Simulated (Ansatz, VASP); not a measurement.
**InP: VASP beside Ansatz**

```xyz
2
Lattice="0.0000 2.9355 2.7006 2.9355 0.0000 2.7006 2.9355 2.9355 0.0000" Properties=species:S:1:pos:R:3 pbc="T T T"
In    0.0000    0.0000    0.0000
P     2.9355    2.9355    2.7006
```

Alike in both runs: task single point; functional PBE; k mesh 16 × 16 × 16; occupations gaussian, width 0.15 eV; no spin polarisation.

|  | VASP | Ansatz |
| --- | --- | --- |
| version | VASP 6.6.1 | Ansatz 0.2.0 |
| potentials or method | VASP PAW PBE potentials, release 64 (In_d, P) | scalar-relativistic, plane waves, PAW |
| plane-wave cutoff (eV) | 520 | 420 |
| valence electrons in the cell | 18 | 18 |

```csv
,VASP,Ansatz,Ansatz less VASP
gap on the k mesh at the Fermi level (eV),none,none,-
pressure (GPa),-4.5,-4.5,+0.01
largest component of the traceless stress (GPa),4.44,4.45,+0.011
```

A gap of «none» marks a metal or a gap that the smearing closes.
